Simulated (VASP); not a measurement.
The system is Ta2H.

```xyz
3
Lattice="1.7205 -2.3715 0.0000 1.7205 2.3715 0.0000 0.0000 0.0000 4.7586" Properties=species:S:1:pos:R:3 pbc="T T T"
Ta    0.8602    1.1857    1.2590
Ta    0.8602   -1.1857    3.4996
H     0.0000    0.0000    0.0000
```

The cell comes from a database or a generator and needn't be the stable form of this composition.

| Quantity | Value |
| --- | --- |
| Program | VASP 6.6.1 |
| Task | relaxation of cell and atoms |
| Functional | LDA |
| Potentials or basis | VASP PAW LDA potentials, release 64 (Ta_pv, H) |
| Cutoff | 600 eV |
| k mesh | 16 × 16 × 10 |
| Occupations | gaussian, width 0.1 eV |
| Spin | no spin polarisation |

At the start: pressure -8.0 GPa; volume 12.94 Å³/atom.

Where does the relaxation end?

Over 11 steps the energy falls by 14.3 meV/atom and the volume is 12.44 Å³/atom (-3.9 %); space group C222 (No. 21, to 0.05 Å).

The path:
| step | energy change (eV) | largest force (eV/Å) | pressure (GPa) | volume (Å³) |
| --- | --- | --- | --- | --- |
| 1 | 0.0000 | 0.0988 | -7.97 | 38.83 |
| 2 | 0.0472 | 0.1625 | 14.39 | 35.32 |
| 3 | -0.0388 | 0.0088 | 0.06 | 37.38 |
| 4 | -0.0388 | 0.0064 | 0.23 | 37.35 |
| 5 | -0.0420 | 0.0141 | 0.15 | 37.33 |
| 6 | -0.0427 | 0.0299 | 0.11 | 37.32 |
| 7 | -0.0427 | 0.0293 | 0.11 | 37.32 |
| 8 | -0.0427 | 0.0061 | -0.20 | 37.37 |
| 9 | -0.0427 | 0.0075 | -0.09 | 37.35 |
| 10 | -0.0428 | 0.0082 | 0.04 | 37.33 |
| 11 | -0.0428 | 0.0013 | 0.00 | 37.33 |

Final structure:
```xyz
3
Lattice="1.6747 -2.3526 0.0000 1.6747 2.3526 0.0000 0.0000 0.0000 4.7380" Properties=species:S:1:pos:R:3 pbc="T T T"
Ta    0.8373    1.1763    1.2548
Ta    0.8373   -1.1763    3.4832
H     0.0000    0.0000    0.0000
```
